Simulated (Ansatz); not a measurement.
Runs of Ansatz 0.2.0 on MnS. Symmetry: F-43m, No. 216, cubic system. Conventional cell: a = 4.947 Å, b = 4.947 Å, c = 4.947 Å, α = 90.00°, β = 90.00°, γ = 90.00°. Around Mn (site symmetry -43m) lie 4 S at 2.14 Å. S (site symmetry -43m) is surrounded by 4 Mn at 2.14 Å. The cell is a database's computed one.

| task | level | U | cell | k mesh | cutoff (eV) | points for each segment of the path | hubbard projectors | double counting | atoms under strain | gap on the mesh (eV) | pressure (GPa) | moment (μB) |
| --- | --- | --- | --- | --- | --- | --- | --- | --- | --- | --- | --- | --- |
| band structure | exchange-only PBE | - | as given | 9 × 9 × 9 | 420 | 14 | - | - | - | none | (a) | 0.22 |
| band structure | RPBE | - | as given | 9 × 9 × 9 | 420 | 14 | - | - | - | none | 6.4 | 0.22 |
| relaxation of cell and atoms | r2SCAN+U | Mn d U = 1 eV | relaxed | 9 × 9 × 9 | 500 | - | ortho-atomic (the default) | fll (the default) | - | (b) | 0.0 | 5.00 |
| elastic constants | LDA | - | as given | 8 × 8 × 8 | 420 | - | - | - | relaxed | none | -7.0 | 0.25 |

Alike in all rows: potentials or basis Ansatz PAW; spin collinear, ferromagnetic start; smearing fermi-dirac 0.05 eV.

Task: Estimate the missing entries.

Result: (a) 21.3; (b) 1.25.

Caveats: the PAW data sets come from PBE, with cores solved anew for the run's functional, which leaves a small shift of forces and pressure; the moment fell far below its start of 4 μB, so a state of higher moment may lie lower in energy (some runs); semilocal functionals often make such compounds metallic where correlation or magnetic order opens a gap, which also shifts bond lengths (some runs); the starting moments weren't kept (some runs); so large a pressure means that the cell lies far from this level's equilibrium, or that cutoff or potentials fall short (some runs); the magnetic or orbital state may not be the lowest (some runs); the electronic state changed during the relaxation (some runs).

A k mesh can miss the band edges.

A gap of «none» marks a metal or a gap under the smearing width.

Runs at the PBE level aren't shown here.
